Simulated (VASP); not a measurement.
# KTaO3 (Pm-3m) in VASP: notebook

Aim: see how the results for KTaO3 move with the level of theory and the settings. Levels: PBE, HSE06. Tasks: single point.

Program: VASP 6.6.1. These are calculated values, not measurements. Logs are shortened: lines on timing, memory, paths and dates and some standing lists are left out, and cuts for length are marked.

## Step 1: Starting point

It takes space group Pm-3m (No. 221, cubic). The conventional cell has a = 3.990 Å, b = 3.990 Å, c = 3.990 Å, α = 90.00°, β = 90.00°, γ = 90.00°. K (site symmetry m-3m) is surrounded by 12 O at 2.82 Å. Around Ta (site symmetry m-3m) lie 6 O at 2.00 Å. O (site symmetry 4/mmm) is surrounded by 2 Ta at 2.00 Å.

The cell was built by a generator and needn't be a form met in nature.

## Step 2: Single point, PBE

INCAR

```
PREC = Accurate
ENCUT = 520
EDIFF = 1E-6
ISMEAR = -1
SIGMA = 0.02
LREAL = F
LASPH = T
NELM = 80
ALGO = Normal
ISIF = 2
LWAVE = F
LCHARG = F
GGA = PE
NBANDS = 27
```

KPOINTS

```
regular mesh
0
Gamma
  6 6 6
```

POSCAR

```
KTaO3
1.0
    3.9901311030      0.0000000000      0.0000000000
    0.0000000000      3.9901311030      0.0000000000
    0.0000000000      0.0000000000      3.9901311030
K Ta O
1 1 3
Direct
    0.0000000000      0.0000000000      0.0000000000
    0.5000000000      0.5000000000      0.5000000000
    0.5000000000      0.5000000000      0.0000000000
    0.5000000000      0.0000000000      0.5000000000
    0.0000000000      0.5000000000      0.5000000000
```

Potentials or basis: VASP PAW PBE potentials, release 64 (K_sv, Ta_pv, O).

Launch:

```
cat potpaw_PBE.64/K_sv/POTCAR potpaw_PBE.64/Ta_pv/POTCAR potpaw_PBE.64/O/POTCAR > POTCAR
mpirun -np 1 vasp_std > vasp.out
```

OUTCAR:

```text
PREC = Accurate
   ENCUT = 520
   EDIFF = 1E-6
   ISMEAR = -1
   LREAL = F
   LASPH = T
   NELM = 80
   ISIF = 2
   GGA = PE

 ion  position               nearest neighbor table
   1  0.000  0.000  0.000-   3 2.82   4 2.82   5 2.82   4 2.82   5 2.82   3 2.82   5 2.82   5 2.82
                             3 2.82   4 2.82   4 2.82   3 2.82   2 3.46   2 3.46   2 3.46   2 3.46
   2  0.500  0.500  0.500-   3 2.00   4 2.00   5 2.00   3 2.00   4 2.00   5 2.00   1 3.46   1 3.46
                             1 3.46   1 3.46   1 3.46   1 3.46   1 3.46   1 3.46
   3  0.500  0.500  0.000-   2 2.00   2 2.00   1 2.82   1 2.82   1 2.82   1 2.82
   4  0.500  0.000  0.500-   2 2.00   2 2.00   1 2.82   1 2.82   1 2.82   1 2.82
   5  0.000  0.500  0.500-   2 2.00   2 2.00   1 2.82   1 2.82   1 2.82   1 2.82

  LATTYP: Found a simple cubic cell.
 ALAT       =     3.9901311030

  Lattice vectors:

 A1 = (   3.9901311030,   0.0000000000,   0.0000000000)
 A2 = (   0.0000000000,   3.9901311030,   0.0000000000)
 A3 = (   0.0000000000,   0.0000000000,   3.9901311030)

Analysis of symmetry for initial positions (statically):
=====================================================================
 Subroutine PRICEL returns:
 Original cell was already a primitive cell.

 Routine SETGRP: Setting up the symmetry group for a
 simple cubic supercell.

 Subroutine GETGRP returns: Found 48 space group operations
 (whereof 48 operations were pure point group operations)
 out of a pool of 48 trial point group operations.

The static configuration has the point symmetry O_h .

Analysis of symmetry for dynamics (positions and initial velocities):
=====================================================================
 Subroutine PRICEL returns:
 Original cell was already a primitive cell.

 Routine SETGRP: Setting up the symmetry group for a
 simple cubic supercell.

 Subroutine GETGRP returns: Found 48 space group operations
 (whereof 48 operations were pure point group operations)
 out of a pool of 48 trial point group operations.

The dynamic configuration has the point symmetry O_h .

 Subroutine INISYM returns: Found 48 space group operations
 (whereof 48 operations are pure point group operations),
 and found     1 'primitive' translations

----------------------------------------------------------------------------------------

                                     Primitive cell

  volume of cell :      63.5275

  direct lattice vectors                    reciprocal lattice vectors
     3.990131103  0.000000000  0.000000000     0.250618332  0.000000000  0.000000000
     0.000000000  3.990131103  0.000000000     0.000000000  0.250618332  0.000000000
     0.000000000  0.000000000  3.990131103     0.000000000  0.000000000  0.250618332

  length of vectors
     3.990131103  3.990131103  3.990131103     0.250618332  0.250618332  0.250618332

  position of ions in fractional coordinates (direct lattice)
     0.000000000  0.000000000  0.000000000
     0.500000000  0.500000000  0.500000000
     0.500000000  0.500000000  0.000000000
     0.500000000  0.000000000  0.500000000
     0.000000000  0.500000000  0.500000000

  ion indices of the primitive-cell ions
   primitive index   ion index
                 1           1
                 2           2
                 3           3
                 4           4
                 5           5

----------------------------------------------------------------------------------------

 KPOINTS: regular mesh

Automatic generation of k-mesh.
 Grid dimensions read from file:
 generate k-points for:    6    6    6

 Generating k-lattice:

  Cartesian coordinates                     Fractional coordinates (reciprocal lattice)
     0.041769722  0.000000000  0.000000000     0.166666667  0.000000000  0.000000000
     0.000000000  0.041769722  0.000000000     0.000000000  0.166666667  0.000000000
     0.000000000  0.000000000  0.041769722     0.000000000  0.000000000  0.166666667

  Length of vectors
     0.041769722  0.041769722  0.041769722

  Shift w.r.t. Gamma in fractional coordinates (k-lattice)
     0.000000000  0.000000000  0.000000000

 Subroutine IBZKPT returns following result:
 ===========================================

 Found     20 irreducible k-points:

 Following reciprocal coordinates:
            Coordinates               Weight
  0.000000  0.000000  0.000000      1.000000
  0.166667  0.000000  0.000000      6.000000
  0.333333  0.000000  0.000000      6.000000
  0.500000  0.000000  0.000000      3.000000
  0.166667  0.166667  0.000000     12.000000
  0.333333  0.166667  0.000000     24.000000
[... 12 lines left out ...]
  0.500000  0.500000  0.333333      6.000000
  0.500000  0.500000  0.500000      1.000000
   k-points           NKPTS =     20   k-points in BZ     NKDIM =     20   number of bands    NBANDS=     27
   number of dos      NEDOS =    301   number of ions     NIONS =      5
   total plane-waves  NPLWV =  27000
   dimension x,y,z NGX =    30 NGY =   30 NGZ =   30
   dimension x,y,z NGXF=    60 NGYF=   60 NGZF=   60
   ions per type =               1   1   3
   NGX,Y,Z   is equivalent  to a cutoff of  12.50, 12.50, 12.50 a.u.
   NGXF,Y,Z  is equivalent  to a cutoff of  25.00, 25.00, 25.00 a.u.
 SYSTEM =  unknown system
   PREC   = accura    normal or accurate (medium, high low for compatibility)
   ISTART =      0    job   : 0-new  1-cont  2-samecut
   ICHARG =      2    charge: 1-file 2-atom 10-const
   ISPIN  =      1    spin polarized calculation?
   LNONCOLLINEAR =      F non collinear calculations
   LSORBIT =      F    spin-orbit coupling
   LASPH  =      T    aspherical Exc in radial PAW
   ENCUT  =  520.0 eV  38.22 Ry    6.18 a.u.   7.42  7.42  7.42*2*pi/ulx,y,z
   NELM   =     80;   NELMIN=  2; NELMDL= -5     # of ELM steps
   EDIFF  = 0.1E-05   stopping-criterion for ELM
   LREAL  =      F    real-space projection
   EDIFFG = 0.1E-04   stopping-criterion for IOM
   NSW    =      0    number of steps for IOM
   IBRION =     -1    ionic relax: 0-MD 1-quasi-New 2-CG
   NFREE  =      0    steps in history (QN), initial steepest desc. (CG)
   ISIF   =      2    stress and relaxation
   ISYM   =      2    0-nonsym 1-usesym 2-fastsym
   POTIM  = 0.5000    time-step for ionic-motion
   TEBEG  =    0.0;   TEEND  =   0.0 temperature during run
   PSTRESS=    0.0 pullay stress
   NELECT =      38.0000    total number of electrons
   NUPDOWN=      -1.0000    fix difference up-down
   EMIN   =  10.00;   EMAX   =-10.00  energy-range for DOS
   EFERMI =   0.00;   METHOD = LEGACY
   ISMEAR =    -1;   SIGMA  =   0.02  broadening in eV -4-tet -1-fermi 0-gaus
   EFERMI_NEDOS =   21; number of points for ismear=-14 and -15
   IALGO  =     38    algorithm
   IMIX   =      4    mixing-type and parameters
     AMIX     =   0.40;   BMIX     =  1.00
     AMIX_MAG =   1.60;   BMIX_MAG =  1.00
  volume/ion in A,a.u.               =      12.71        85.74
  Fermi-wavevector in a.u.,A,eV,Ry     =   1.379375  2.606640 25.887452  1.902674
  Thomas-Fermi vector in A             =   2.504350
   LORBIT       =      0    0 simple, 1 ext, 2 COOP (PROOUT), +10 PAW based schemes
   GGA     = PE    functional components
   LHFCALC =     F    Hartree Fock is set to
   AEXX    =    0.0000 exact exchange contribution
   IVDW    =     0    specifies the selected vdW correction
   LEPSILON=     F    determine dielectric tensor
   LRPA    =     F    only Hartree local field effects (RPA)
 non-spin polarized calculation
  energy-cutoff  :      520.00
  volume of cell :       63.53
 maximum number of plane-waves:      1743
 NGX is ok and might be reduce to    30
   NGX = 15   NGY = 15   NGZ = 15

 number of electron      37.9999976 magnetization

 Free energy of the ion-electron system (eV)
  ---------------------------------------------------
  ext. energy  EPLUGINS =         0.00000000
  ---------------------------------------------------
  free energy    TOTEN  =       -41.03232315 eV

  energy without entropy =      -41.03232315  energy(sigma->0) =      -41.03232315

 E-fermi :   2.3495     XC(G=0): -10.8667

 val. band max:        1.7932729693   @ k =   0.5000   0.5000   0.5000
 cond. band min:       3.9648772182   @ k =   0.0000   0.0000   0.0000
 fundamental gap:      2.1716042489
 Fermi energy:         2.3495256445

 k-point     1 :       0.0000    0.0000    0.0000
  band No.  band energies     occupation
      1     -32.3384      2.00000
      2     -32.3384      2.00000
      3     -32.3384      2.00000
      4     -25.5311      2.00000
      5     -15.7536      2.00000
      6     -15.0476      2.00000
[... 19 lines left out ...]
     26       9.8564      0.00000
     27       9.8564      0.00000

 k-point     2 :       0.1667    0.0000    0.0000
  band No.  band energies     occupation
      1     -32.3612      2.00000
      2     -32.3375      2.00000
      3     -32.3375      2.00000
      4     -25.5242      2.00000
      5     -15.6848      2.00000
      6     -15.0417      2.00000
[... 19 lines left out ...]
     26      10.1957      0.00000
     27      10.2802      0.00000

 k-point     3 :       0.3333    0.0000    0.0000
  band No.  band energies     occupation
      1     -32.4062      2.00000
      2     -32.3358      2.00000
      3     -32.3358      2.00000
      4     -25.5104      2.00000
      5     -15.6441      2.00000
      6     -15.0303      2.00000
[... 19 lines left out ...]
     26      10.9165      0.00000
     27      11.8136      0.00000

 k-point     4 :       0.5000    0.0000    0.0000
  band No.  band energies     occupation
      1     -32.4284      2.00000
      2     -32.3349      2.00000
      3     -32.3349      2.00000
      4     -25.5035      2.00000
      5     -15.6487      2.00000
      6     -15.0241      2.00000
[... 19 lines left out ...]
     26      11.3046      0.00000
     27      12.2616      0.00000
[... 396 lines left out ...]
      4     -25.4816      2.00000
      5     -14.5610      2.00000
      6     -14.3716      2.00000
[... 19 lines left out ...]
     26      13.0583      0.00000
     27      13.2330      0.00000

 k-point    19 :       0.5000    0.5000    0.3333
  band No.  band energies     occupation
      1     -32.4209      2.00000
      2     -32.4209      2.00000
      3     -32.3981      2.00000
      4     -25.4778      2.00000
      5     -14.4473      2.00000
      6     -14.1425      2.00000
[... 19 lines left out ...]
     26      12.9357      0.00000
     27      13.4322      0.00000

 k-point    20 :       0.5000    0.5000    0.5000
  band No.  band energies     occupation
      1     -32.4200      2.00000
      2     -32.4200      2.00000
      3     -32.4200      2.00000
      4     -25.4739      2.00000
      5     -14.1206      2.00000
      6     -14.1206      2.00000
[... 19 lines left out ...]
     26      12.6450      0.00000
     27      13.9763      0.00000

------------------------ aborting loop because EDIFF is reached ----------------------------------------

  FORCE on cell =-STRESS in cart. coord.  units (eV):
  Direction    XX          YY          ZZ          XY          YZ          ZX
  --------------------------------------------------------------------------------------
  -------------------------------------------------------------------------------------
  Total        2.2939315      2.2939315      2.2939315      0.0000000      0.0000000      0.0000000
  in kB       57.8534863     57.8534863     57.8534863      0.0000000      0.0000000      0.0000000
  external PRESSURE =      57.8534863 kB  Pullay stress =       0.0000000 kB

 VOLUME and BASIS-vectors are now :
 -----------------------------------------------------------------------------
  energy-cutoff  :      520.00
  volume of cell :       63.53
      direct lattice vectors                 reciprocal lattice vectors
     3.990131103  0.000000000  0.000000000     0.250618332  0.000000000  0.000000000
     0.000000000  3.990131103  0.000000000     0.000000000  0.250618332  0.000000000
     0.000000000  0.000000000  3.990131103     0.000000000  0.000000000  0.250618332

 POSITION                                       TOTAL-FORCE (eV/Angst)
 -----------------------------------------------------------------------------------
      0.00000      0.00000      0.00000         0.000000      0.000000      0.000000
      1.99507      1.99507      1.99507         0.000000      0.000000      0.000000
      1.99507      1.99507      0.00000         0.000000      0.000000      0.000000
      1.99507      0.00000      1.99507         0.000000      0.000000      0.000000
      0.00000      1.99507      1.99507         0.000000      0.000000      0.000000
 -----------------------------------------------------------------------------------
    total drift:                                0.000000      0.000000     -0.000000

  FREE ENERGIE OF THE ION-ELECTRON SYSTEM (eV)
  ---------------------------------------------------
  free  energy   TOTEN  =       -41.0323231498 eV

  energy  without entropy=      -41.0323231498  energy(sigma->0) =      -41.03232315
```

Run time: 63 s. Hardware: 1 thread of Intel Xeon Platinum 8175M at 2.50GHz (Skylake/Cascade Lake), shared host; peak memory 0.18 GiB.

What came out:

- Free energy: -41.0323 eV
- Pressure: 5.8 GPa
- Band gap on the k mesh: 2.17 eV, indirect (least direct gap 2.79 eV)

Levels at points of the mesh, in eV from the valence-band top:
| k point | band 15 | band 16 | band 17 | band 18 | band 19 | band 20 | band 21 | band 22 | band 23 | band 24 |
| --- | --- | --- | --- | --- | --- | --- | --- | --- | --- | --- |
| (0.00, 0.00, 0.00) | -1.06 | -1.06 | -0.62 | -0.62 | -0.62 | 2.17 | 2.17 | 2.17 | 6.61 | 6.75 |
| (0.50, 0.00, 0.00) | -2.32 | -2.13 | -1.51 | -0.85 | -0.85 | 2.33 | 5.01 | 5.01 | 6.78 | 8.46 |
| (0.50, 0.50, 0.00) | -2.82 | -1.65 | -1.43 | -1.43 | -0.04 | 5.05 | 5.05 | 6.33 | 7.65 | 10.09 |
| (0.50, 0.50, 0.50) | -3.90 | -3.90 | 0.00 | 0.00 | 0.00 | 6.46 | 6.46 | 6.46 | 8.91 | 8.91 |

Caveat: spin-orbit coupling is left out, which moves the levels of the heavy elements. PBE gaps usually lie below the measured ones, often by a third to a half.

## Step 3: Single point, PBE (hydrostatic strain +3.0%)

INCAR

```
PREC     = Accurate       # precision mode
ENCUT    = 520            # plane-wave cutoff, eV
EDIFF    = 1E-7           # SCF threshold, eV
ISMEAR   = -1             # smearing method
SIGMA    = 0.02           # smearing width, eV
LREAL    = F              # projectors in reciprocal space
LASPH    = T              # aspherical terms in the spheres
NELM     = 100            # most SCF steps
ALGO     = Fast           # electronic algorithm
ISIF     = 2              # what is computed and relaxed
LWAVE    = F              # write WAVECAR
LCHARG   = F              # write CHGCAR
GGA      = PE             # functional
NBANDS   = 27             # bands
```

KPOINTS

```
Automatic mesh
0
Gamma
  6 6 6
```

POSCAR: that of step 2 with these lines changed.

```diff
@@ -2,5 +2,5 @@
 1.0
-    3.9901311030      0.0000000000      0.0000000000
-    0.0000000000      3.9901311030      0.0000000000
-    0.0000000000      0.0000000000      3.9901311030
+    4.1098350361      0.0000000000      0.0000000000
+    0.0000000000      4.1098350361      0.0000000000
+    0.0000000000      0.0000000000      4.1098350361
 K Ta O
```

Potentials or basis: VASP PAW PBE potentials, release 64 (K_sv, Ta_pv, O).

Launch:

```
cat potpaw_PBE.64/K_sv/POTCAR potpaw_PBE.64/Ta_pv/POTCAR potpaw_PBE.64/O/POTCAR > POTCAR
mpirun -np 1 vasp_std > vasp.out
```

Run time: 99 s. Hardware: 1 thread of Intel Xeon Platinum 8175M at 2.50GHz (Skylake/Cascade Lake), shared host; peak memory 0.19 GiB.

It converged, with:

```
Free energy            : -40.9400 eV
Pressure               : -9.9 GPa
Band gap on the k mesh : 1.97 eV, indirect (least direct gap 2.61 eV)
```

Levels at points of the mesh, in eV from the valence-band top:
```csv
k point,band 17,band 18,band 19,band 20,band 21,band 22
"(0.00, 0.00, 0.00)",-0.64,-0.64,-0.64,1.97,1.97,1.97
"(0.50, 0.00, 0.00)",-1.30,-0.83,-0.83,2.09,4.44,4.44
"(0.50, 0.50, 0.00)",-1.32,-1.32,-0.03,4.47,4.47,5.60
"(0.50, 0.50, 0.50)",0.00,0.00,0.00,5.69,5.69,5.69
```

Caveat: spin-orbit coupling is left out, which moves the levels of the heavy elements.

## Step 4: Single point, HSE06

POSCAR: that of step 3 with these lines changed.

```diff
@@ -2,5 +2,5 @@
 1.0
-    4.1098350361      0.0000000000      0.0000000000
-    0.0000000000      4.1098350361      0.0000000000
-    0.0000000000      0.0000000000      4.1098350361
+    3.9901311030      0.0000000000      0.0000000000
+    0.0000000000      3.9901311030      0.0000000000
+    0.0000000000      0.0000000000      3.9901311030
 K Ta O
```

INCAR.step1

```
PREC = Accurate
ENCUT = 520
EDIFF = 1E-5
ISMEAR = 0
SIGMA = 0.01
LREAL = F
LASPH = T
NELM = 80
ALGO = Normal
ISIF = 2
LWAVE = T
NBANDS = 27
GGA = PE
```

INCAR.step2

```
PREC = Accurate
ENCUT = 520
EDIFF = 1E-6
ISMEAR = 0
SIGMA = 0.01
LREAL = F
LASPH = T
NELM = 80
ALGO = Normal
ISIF = 2
LWAVE = F
LCHARG = T
GGA = PE
LHFCALC = T
HFSCREEN = 0.2079
PRECFOCK = Fast
LELF = T
LVHAR = T
NBANDS = 27
ISTART = 1
```

KPOINTS

```
regular mesh
0
Gamma
  4 4 4
```

Launch:

```
cat potpaw_PBE.64/K_sv/POTCAR potpaw_PBE.64/Ta_pv/POTCAR potpaw_PBE.64/O/POTCAR > POTCAR
cp INCAR.step1 INCAR
mpirun -np 1 vasp_std > vasp.out
cp INCAR.step2 INCAR
mpirun -np 1 vasp_std > vasp.out
```

Run time: 22 min. Hardware: 1 thread of Intel Xeon Platinum 8175M at 2.50GHz (Skylake/Cascade Lake), shared host; peak memory 0.29 GiB.

Results (log left out):

```
Free energy            : -49.3630 eV
Pressure               : -0.3 GPa
Band gap on the k mesh : 3.48 eV, indirect (least direct gap 4.13 eV)
```

Levels at points of the mesh, in eV from the valence-band top:
```tsv
k point	band 16	band 17	band 18	band 19	band 20	band 21	band 22	band 23
(0.00, 0.00, 0.00)	-1.13	-0.65	-0.65	-0.65	3.48	3.48	3.48	8.20
(0.50, 0.00, 0.00)	-2.28	-1.60	-0.90	-0.90	3.64	6.54	6.54	8.24
(0.50, 0.50, 0.00)	-1.83	-1.54	-1.54	-0.04	6.58	6.58	8.02	9.23
(0.50, 0.50, 0.50)	-4.20	0.00	0.00	0.00	8.17	8.17	8.17	10.73
```

Caveat: the PAW data sets were made with another functional, which shifts forces and pressure a little; spin-orbit coupling is left out, which moves the levels of the heavy elements. A k mesh can miss the band edges.

## Step 5: Overview

| level | cell | k mesh | smearing | exchange at q = 0 | grid for exact exchange (PRECFOCK) | screening parameter | gap on the mesh (eV) | pressure (GPa) |
| --- | --- | --- | --- | --- | --- | --- | --- | --- |
| PBE | as given | 6 × 6 × 6 | fermi-dirac 0.02 eV | - | - | - | 2.17 | 5.8 |
| PBE | hydrostatic strain +3.0% | 6 × 6 × 6 | fermi-dirac 0.02 eV | - | - | - | 1.97 | -9.9 |
| HSE06 | as given | 4 × 4 × 4 | gaussian 0.01 eV | truncated | Fast | 0.2079 1/A | 3.48 | -0.3 |

Alike in all rows: task single point; potentials or basis VASP PAW PBE potentials, release 64 (K_sv, Ta_pv, O); no spin polarisation; cutoff (eV) 520.

Caveats: spin-orbit coupling is left out, which moves the levels of the heavy elements; the PAW data sets were made with another functional, which shifts forces and pressure a little (some runs).

Absolute energies hang on the potentials; compare differences alone.
